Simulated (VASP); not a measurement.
# Rh (P6_3/mmc) in VASP: further runs

The runs below take Rh through relaxation of cell and atoms, with PBEsol, LDA.

All numbers are computed with VASP 6.6.1; they aren't measurements. Logs are shortened: lines on timing, memory, paths and dates and some standing lists are left out, and cuts for length are marked.

### 1 The crystal as given

Symmetry: P6_3/mmc, No. 194, hexagonal system. Conventional cell: a = 2.731 Å, b = 2.731 Å, c = 4.428 Å, α = 90.00°, β = 90.00°, γ = 120.00°. Around Rh (site symmetry -6m2) lie 12 Rh at 2.72 to 2.73 Å.

This isn't the form of Rh at room conditions, which is fcc.

### 2 Relaxation of cell and atoms, PBEsol

File INCAR:

```
PREC = Accurate
ENCUT = 600
EDIFF = 1E-6
ISMEAR = -1
SIGMA = 0.05
LREAL = False
LASPH = True
NELM = 60
ALGO = Normal
ISIF = 3
LWAVE = False
LCHARG = False
GGA = PS
IBRION = 2
NSW = 60
EDIFFG = -0.02
```

File KPOINTS:

```
regular mesh
0
Gamma
  10 10 6
```

File POSCAR:

```
Rh
1.0
    2.7309790422      0.0000000000      0.0000000000
   -1.3654895211      2.3650972278      0.0000000000
    0.0000000000      0.0000000000      4.4284890000
Rh
2
Direct
    0.3333333333      0.6666666667      0.2500000000
    0.6666666667      0.3333333333      0.7500000000
```

Potentials or basis: VASP PAW PBE potentials, release 64 (Rh_pv).

Started as:

```
cat potpaw_PBE.64/Rh_pv/POTCAR > POTCAR
mpirun -np 1 vasp_std > vasp.out
```

OUTCAR:

```text
PREC = Accurate
   ENCUT = 600
   EDIFF = 1E-6
   ISMEAR = -1
   LREAL = False
   LASPH = True
   NELM = 60
   ISIF = 3
   GGA = PS
   IBRION = 2
   NSW = 60
   EDIFFG = -0.02

 ion  position               nearest neighbor table
   1  0.333  0.667  0.250-   2 2.72   2 2.72   2 2.72   2 2.72   2 2.72   2 2.72
   2  0.667  0.333  0.750-   1 2.72   1 2.72   1 2.72   1 2.72   1 2.72   1 2.72

  LATTYP: Found a hexagonal cell.
 ALAT       =     2.7309790422
 C/A-ratio  =     1.6215756077

  Lattice vectors:

 A1 = (   2.7309790422,   0.0000000000,   0.0000000000)
 A2 = (  -1.3654895211,   2.3650972278,   0.0000000000)
 A3 = (   0.0000000000,   0.0000000000,   4.4284890000)

Analysis of symmetry for initial positions (statically):
=====================================================================
 Subroutine PRICEL returns:
 Original cell was already a primitive cell.

 Routine SETGRP: Setting up the symmetry group for a
 hexagonal supercell.

 Subroutine GETGRP returns: Found 24 space group operations
 (whereof 12 operations were pure point group operations)
 out of a pool of 24 trial point group operations.

The static configuration has the point symmetry D_3d.
 The point group associated with its full space group is D_6h.

Analysis of symmetry for dynamics (positions and initial velocities):
=====================================================================
 Subroutine PRICEL returns:
 Original cell was already a primitive cell.

 Routine SETGRP: Setting up the symmetry group for a
 hexagonal supercell.

 Subroutine GETGRP returns: Found 24 space group operations
 (whereof 12 operations were pure point group operations)
 out of a pool of 24 trial point group operations.

The dynamic configuration has the point symmetry D_3d.
 The point group associated with its full space group is D_6h.

 Subroutine INISYM returns: Found 24 space group operations
 (whereof 12 operations are pure point group operations),
 and found     1 'primitive' translations

----------------------------------------------------------------------------------------

                                     Primitive cell

  volume of cell :      28.6037

  direct lattice vectors                    reciprocal lattice vectors
     2.730979042  0.000000000  0.000000000     0.366169049  0.211407799  0.000000000
    -1.365489521  2.365097228  0.000000000     0.000000000  0.422815599  0.000000000
     0.000000000  0.000000000  4.428489000     0.000000000  0.000000000  0.225810655

  length of vectors
     2.730979042  2.730979042  4.428489000     0.422815599  0.422815599  0.225810655

  position of ions in fractional coordinates (direct lattice)
     0.333333333  0.666666667  0.250000000
     0.666666667  0.333333333  0.750000000

  ion indices of the primitive-cell ions
   primitive index   ion index
                 1           1
                 2           2

----------------------------------------------------------------------------------------

 KPOINTS: regular mesh

Automatic generation of k-mesh.
 Grid dimensions read from file:
 generate k-points for:   10   10    6

 Generating k-lattice:

  Cartesian coordinates                     Fractional coordinates (reciprocal lattice)
     0.036616905  0.021140780  0.000000000     0.100000000  0.000000000  0.000000000
     0.000000000  0.042281560  0.000000000     0.000000000  0.100000000  0.000000000
     0.000000000  0.000000000  0.037635109     0.000000000  0.000000000  0.166666667

  Length of vectors
     0.042281560  0.042281560  0.037635109

  Shift w.r.t. Gamma in fractional coordinates (k-lattice)
     0.000000000  0.000000000  0.000000000

 Subroutine IBZKPT returns following result:
 ===========================================

 Found     56 irreducible k-points:

 Following reciprocal coordinates:
            Coordinates               Weight
  0.000000  0.000000  0.000000      1.000000
  0.100000 -0.000000  0.000000      6.000000
  0.200000 -0.000000  0.000000      6.000000
  0.300000 -0.000000  0.000000      6.000000
  0.400000 -0.000000  0.000000      6.000000
  0.500000 -0.000000  0.000000      3.000000
[... 16 lines left out ...]
  0.300000  0.100000  0.166667     24.000000
  0.400000  0.100000  0.166667     24.000000
 [... further k-points ...]
   k-points           NKPTS =     56   k-points in BZ     NKDIM =     56   number of bands    NBANDS=     19
   number of dos      NEDOS =    301   number of ions     NIONS =      2
   total plane-waves  NPLWV =  20736
   dimension x,y,z NGX =    24 NGY =   24 NGZ =   36
   dimension x,y,z NGXF=    48 NGYF=   48 NGZF=   72
   ions per type =               2
   NGX,Y,Z   is equivalent  to a cutoff of  14.61, 14.61, 13.51 a.u.
   NGXF,Y,Z  is equivalent  to a cutoff of  29.22, 29.22, 27.03 a.u.
 SYSTEM =  unknown system
   PREC   = accura    normal or accurate (medium, high low for compatibility)
   ISTART =      0    job   : 0-new  1-cont  2-samecut
   ICHARG =      2    charge: 1-file 2-atom 10-const
   ISPIN  =      1    spin polarized calculation?
   LNONCOLLINEAR =      F non collinear calculations
   LSORBIT =      F    spin-orbit coupling
   LASPH  =      T    aspherical Exc in radial PAW
   ENCUT  =  600.0 eV  44.10 Ry    6.64 a.u.   5.45  5.45  8.84*2*pi/ulx,y,z
   NELM   =     60;   NELMIN=  2; NELMDL= -5     # of ELM steps
   EDIFF  = 0.1E-05   stopping-criterion for ELM
   LREAL  =      F    real-space projection
   EDIFFG = -.2E-01   stopping-criterion for IOM
   NSW    =     60    number of steps for IOM
   IBRION =      2    ionic relax: 0-MD 1-quasi-New 2-CG
   NFREE  =      1    steps in history (QN), initial steepest desc. (CG)
   ISIF   =      3    stress and relaxation
   ISYM   =      2    0-nonsym 1-usesym 2-fastsym
   POTIM  = 0.5000    time-step for ionic-motion
   TEBEG  =    0.0;   TEEND  =   0.0 temperature during run
   PSTRESS=    0.0 pullay stress
   NELECT =      30.0000    total number of electrons
   NUPDOWN=      -1.0000    fix difference up-down
   EMIN   =  10.00;   EMAX   =-10.00  energy-range for DOS
   EFERMI =   0.00;   METHOD = LEGACY
   ISMEAR =    -1;   SIGMA  =   0.05  broadening in eV -4-tet -1-fermi 0-gaus
   EFERMI_NEDOS =   21; number of points for ismear=-14 and -15
   IALGO  =     38    algorithm
   IMIX   =      4    mixing-type and parameters
     AMIX     =   0.40;   BMIX     =  1.00
     AMIX_MAG =   1.60;   BMIX_MAG =  1.00
  volume/ion in A,a.u.               =      14.30        96.51
  Fermi-wavevector in a.u.,A,eV,Ry     =   1.663314  3.143208 37.642066  2.766614
  Thomas-Fermi vector in A             =   2.750053
   LORBIT       =      0    0 simple, 1 ext, 2 COOP (PROOUT), +10 PAW based schemes
   GGA     = PS    functional components
   LHFCALC =     F    Hartree Fock is set to
   AEXX    =    0.0000 exact exchange contribution
   IVDW    =     0    specifies the selected vdW correction
   LEPSILON=     F    determine dielectric tensor
   LRPA    =     F    only Hartree local field effects (RPA)
 conjugate gradient relaxation of ions
 non-spin polarized calculation
  energy-cutoff  :      600.00
  volume of cell :       28.60
 maximum number of plane-waves:       989
 NGX is ok and might be reduce to    24
   NGX = 11   NGY = 11   NGZ = 17

--------------------------------------- Ionic step        1  -------------------------------------------

 number of electron      29.9999999 magnetization

 Free energy of the ion-electron system (eV)
  ---------------------------------------------------
  ext. energy  EPLUGINS =         0.00000000
  ---------------------------------------------------
  free energy    TOTEN  =       -16.14612334 eV

  energy without entropy =      -16.11514409  energy(sigma->0) =      -16.13063371

------------------------ aborting loop because EDIFF is reached ----------------------------------------

  FORCE on cell =-STRESS in cart. coord.  units (eV):
  Direction    XX          YY          ZZ          XY          YZ          ZX
  --------------------------------------------------------------------------------------
  -------------------------------------------------------------------------------------
  Total       -2.5035593     -2.5035593     -2.4003406      0.0000000      0.0000000      0.0000000
  in kB     -140.2314813   -140.2314813   -134.4499090      0.0000000      0.0000000      0.0000000
  external PRESSURE =    -138.3042905 kB  Pullay stress =       0.0000000 kB
[... 165 lines left out ...]
  energy  without entropy=      -16.1860643523  energy(sigma->0) =      -16.20047148

--------------------------------------- Ionic step        6  -------------------------------------------

 number of electron      30.0000005 magnetization

 Free energy of the ion-electron system (eV)
  ---------------------------------------------------
  ext. energy  EPLUGINS =         0.00000000
  ---------------------------------------------------
  free energy    TOTEN  =       -16.21503127 eV

  energy without entropy =      -16.18652387  energy(sigma->0) =      -16.20077757

 E-fermi :  12.1591     XC(G=0): -14.3137

 val. band max:       12.1541159908   @ k =   0.2000  -0.0000   0.3333
 cond. band min:      12.1764095770   @ k =   0.3000   0.1000   0.1667
 fundamental gap:      0.0222935862
 Fermi energy:        12.1590634331

 k-point     1 :       0.0000    0.0000    0.0000
  band No.  band energies     occupation
      1     -35.0676      2.00000
      2     -34.4034      2.00000
      3     -34.4034      2.00000
      4     -34.2945      2.00000
      5     -34.2945      2.00000
      6     -34.2842      2.00000
[... 11 lines left out ...]
     18      12.7018      0.00004
     19      20.7807      0.00000
[... 489 lines left out ...]
      3     -34.6816      2.00000
      4     -34.5864      2.00000
      5     -34.4746      2.00000
      6     -34.4301      2.00000
[... 11 lines left out ...]
     18      17.9933      0.00000
     19      21.8084      0.00000

 [... further k-points ...]

------------------------ aborting loop because EDIFF is reached ----------------------------------------

  FORCE on cell =-STRESS in cart. coord.  units (eV):
  Direction    XX          YY          ZZ          XY          YZ          ZX
  --------------------------------------------------------------------------------------
  -------------------------------------------------------------------------------------
  Total        0.0348648      0.0348648      0.0298991      0.0000000      0.0000000      0.0000000
  in kB        2.0628617      2.0628617      1.7690530      0.0000000      0.0000000      0.0000000
  external PRESSURE =       1.9649255 kB  Pullay stress =       0.0000000 kB
[... 17 lines left out ...]
  FREE ENERGIE OF THE ION-ELECTRON SYSTEM (eV)
  ---------------------------------------------------
  free  energy   TOTEN  =       -16.2150312746 eV

  energy  without entropy=      -16.1865238738  energy(sigma->0) =      -16.20077757

 reached required accuracy - stopping structural energy minimisation
```

Run time: 84 s. Hardware: 1 thread of Intel Xeon Platinum 8488C (Sapphire Rapids), shared host; peak memory 0.18 GiB.

Results:

```
Free energy                            : -16.2150 eV
Relaxed volume                         : 13.54 Å³/atom
Relaxed cell                           : a = 2.678 Å, b = 2.678 Å, c = 4.359 Å, α = 90.00°, β = 90.00°, γ = 120.00°
Space group after relaxing (to 0.05 Å) : P6_3/mmc (No. 194)
Energy gained by relaxing              : 34.5 meV/atom
Ionic steps                            : 6
Pressure after relaxing                : 0.2 GPa
Band gap on the k mesh                 : none (metal or under the smearing width)
```

The path:
| step | energy change (eV) | largest force (eV/Å) | pressure (GPa) | volume (Å³) |
| --- | --- | --- | --- | --- |
| 1 | 0.0000 | 0.0000 | -13.83 | 28.60 |
| 2 | 0.4122 | 0.0000 | 53.18 | 23.79 |
| 3 | -0.0686 | 0.0000 | -0.74 | 27.17 |
| 4 | -0.0688 | 0.0000 | -0.13 | 27.11 |
| 5 | -0.0688 | 0.0000 | 0.19 | 27.08 |
| 6 | -0.0689 | 0.0000 | 0.20 | 27.08 |

Final structure:
```yaml
crystal:
  lattice:
    - [2.67814, 0.00000, 0.00000]
    - [-1.33907, 2.31934, 0.00000]
    - [0.00000, 0.00000, 4.35944]
  atoms:
    - { symbol: Rh, position: [0.33333, 0.66667, 0.25000] }
    - { symbol: Rh, position: [0.66667, 0.33333, 0.75000] }
```

Levels at points of the mesh, in eV from the Fermi level:
| k point | band 11 | band 12 | band 13 | band 14 | band 15 | band 16 | band 17 | band 18 | band 19 |
| --- | --- | --- | --- | --- | --- | --- | --- | --- | --- |
| (0.00, 0.00, 0.00) | -3.15 | -2.62 | -2.62 | -1.93 | -1.93 | 0.14 | 0.14 | 0.54 | 8.62 |
| (0.50, 0.00, 0.00) | -2.84 | -2.35 | -2.25 | 0.46 | 0.63 | 0.76 | 3.05 | 5.18 | 10.35 |
| (0.00, 0.00, 0.50) | -3.25 | -3.25 | -3.25 | -3.25 | -0.45 | -0.45 | -0.45 | -0.45 | 14.78 |
| (0.50, 0.00, 0.50) | -1.71 | -1.71 | -0.35 | -0.35 | 0.64 | 0.64 | 2.63 | 2.63 | 9.44 |

Caveat: the PAW data sets were made with another functional, which shifts forces and pressure a little.

### 3 Relaxation of cell and atoms, LDA

File INCAR:

```
SYSTEM = Rh
  PREC = Accurate
  ENCUT = 600
  EDIFF = 1E-6
  ISMEAR = -1
  SIGMA = 0.05
  LREAL = .False.
  LASPH = .True.
  NELM = 60
  ALGO = Fast
  ISIF = 3
  LWAVE = .False.
  LCHARG = .False.
  GGA = CA
  IBRION = 2
  NSW = 60
  EDIFFG = -0.005
```

File KPOINTS:

```
regular mesh
0
Gamma
  10 10 6
  0 0 0
```

POSCAR is that of step 2.

Potentials or basis: VASP PAW LDA potentials, release 64 (Rh_pv).

Started as:

```
cat potpaw_LDA.64/Rh_pv/POTCAR > POTCAR
mpirun -np 1 vasp_std > vasp.out
```

Wall time 90 s (1 thread of Intel Xeon Platinum 8488C (Sapphire Rapids), shared host); peak memory 0.17 GiB.

The run converged. Its results:

```yaml
Free_energy: -17.3042 eV
Relaxed_volume: 13.31 Å³/atom
Relaxed_cell: a = 2.662 Å, b = 2.662 Å, c = 4.335 Å, α = 90.00°, β = 90.00°, γ = 120.00°
Space_group_after_relaxing_to_0.05_Å: P6_3/mmc (No. 194)
Energy_gained_by_relaxing: 62.8 meV/atom
Ionic_steps: 11
Pressure_after_relaxing: 0.0 GPa
Band_gap_on_the_k_mesh: none (metal or under the smearing width)
```

Step by step:
```
step  energy change (eV)  largest force (eV/Å)  pressure (GPa)  volume (Å³)
   1              0.0000                0.0000          -18.81        28.60
   2              0.9085                0.0000           89.71        22.20
   3             -0.1247                0.0000           -1.52        26.75
   4             -0.1253                0.0000           -0.47        26.65
   5             -0.1253                0.0000            0.07        26.61
   6             -0.1255                0.0000            0.10        26.61
   7             -0.1255                0.0000            0.11        26.61
   8             -0.1255                0.0000           -0.23        26.64
   9             -0.1255                0.0000           -0.18        26.62
  10             -0.1255                0.0000            0.10        26.61
  11             -0.1255                0.0000            0.01        26.61
```

Final structure:
```
Rh
1.0
     2.66247    0.00000    0.00000
    -1.33124    2.30577    0.00000
     0.00000    0.00000    4.33525
Rh
2
Direct
  0.33333 0.66667 0.25000
  0.66667 0.33333 0.75000
```

Levels at points of the mesh, in eV from the Fermi level:
```csv
k point,band 13,band 14,band 15,band 16,band 17,band 18
"(0.00, 0.00, 0.00)",-2.71,-1.99,-1.99,0.14,0.14,0.56
"(0.50, 0.00, 0.00)",-2.29,0.47,0.65,0.79,3.13,5.29
"(0.00, 0.00, 0.50)",-3.35,-3.35,-0.47,-0.47,-0.47,-0.47
"(0.50, 0.00, 0.50)",-0.36,-0.36,0.66,0.66,2.69,2.69
```

### 4 The reference run

An earlier run on the cell as given: functional PBEsol; potentials or basis VASP PAW PBE potentials, release 64 (Rh_pv); cutoff 520 eV; k mesh 11 × 11 × 6; occupations fermi-dirac, width 0.05 eV; no spin polarisation.

* Pressure: -13.7 GPa
* Band gap on the k mesh: none (metal or under the smearing width)

### 5 Overview

```tsv
task	level	potentials or basis	cell	k mesh	cutoff (eV)	ladder	gap on the mesh (eV)	pressure (GPa)	relaxed volume (Å³/atom)
relaxation of cell and atoms	PBEsol	VASP PAW PBE potentials, release 64 (Rh_pv)	relaxed	10 × 10 × 6	600	gaps	none	0.2	13.54
relaxation of cell and atoms	LDA	VASP PAW LDA potentials, release 64 (Rh_pv)	relaxed	10 × 10 × 6	600	gaps	none	0.0	13.31
single point	PBEsol	VASP PAW PBE potentials, release 64 (Rh_pv)	as given	11 × 11 × 6	520	free	none	-13.7	-
```

Alike in all rows: no spin polarisation; smearing fermi-dirac 0.05 eV.

Caveats: the PAW data sets were made with another functional, which shifts forces and pressure a little (some runs).

Total energies depend on the potentials used, so only differences within one code and one set of settings carry meaning.
